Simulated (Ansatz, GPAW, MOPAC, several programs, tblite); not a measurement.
# Many methods on one cell: MgI2 (1T monolayer)

MgI2 as a 1T monolayer, relaxed with r2SCAN in Ansatz, was computed with several methods. In-plane lattice: a = 4.189 Å, b = 4.189 Å, γ = 120.0°; thickness between the outer nuclei 3.33 Å. Around Mg lie 6 I at 2.94 Å; around I lie 3 Mg at 2.94 Å. Spin-unpolarised throughout. Whether this structure exists isn't addressed.

```
Mg I
1.0
     4.18881    0.00000    0.00000
    -2.09440    3.62761    0.00000
     0.00000    0.00000   30.41472
Mg I
1 2
Direct
  0.00000 0.00000 0.29591
  0.33333 0.66667 0.35066
  0.66667 0.33333 0.24116
```
The sheet repeats along a and b alone.

Gaps and times are for a single point on this cell. Times are rough, from shared hosts (Arm Neoverse V1), and each method has its own mesh and cell size. PM6 (MOPAC), PM7 (MOPAC), GFN1-xTB (tblite), GFN2-xTB (tblite) treat a cluster of cells at its zone centre, which samples few k points: where these miss a band edge, the gap comes out too large for that reason alone. Gaps from k meshes are read at a limited set of points (mesh, symmetry points, PBE's band edges), so each method's own least gap may be somewhat smaller. xTB and the PM methods were fitted mostly to molecules, and can miss a solid's gap by electronvolts. Minimal bases can be far off for gaps. GLLB-SC's gap includes the derivative discontinuity. d marks a direct gap, i an indirect one (no mark: not told apart), a dash a value that wasn't computed or didn't pass its checks.

```
                              method              kind  gap (eV)  atoms computed  processor time
                         PM7 (MOPAC)    semi-empirical      9.24              27           0.7 s
                   GFN1-xTB (tblite)     tight binding      3.19              27          0.94 s
                         PM6 (MOPAC)    semi-empirical      6.62              27          0.94 s
                   GFN2-xTB (tblite)     tight binding      4.81              27           1.2 s
light PBE (260 eV and a coarse mesh)  light plane-wave    3.68 i               3           4.1 s
              PBE/single zeta (GPAW)       small basis    4.25 i               3           8.5 s
                                 PBE         semilocal    3.67 i               3            20 s
                              r2SCAN         semilocal    4.30 i               3            52 s
                      GLLB-SC (GPAW)   model potential      6.28               3           3 min
```

Against r2SCAN (4.30 eV) and with closed or daggered gaps left aside, the nearest gap at the points sampled is that of PBE/single zeta (GPAW) (-0.05 eV) and the farthest that of PM7 (MOPAC) (+4.94 eV). r2SCAN is only a yardstick of convenience: semilocal gaps usually lie below measured ones, which GLLB-SC and hybrids aim to mend.

No spin-orbit coupling is included; it can move band edges with weight on the heavy atoms by tenths of an eV.
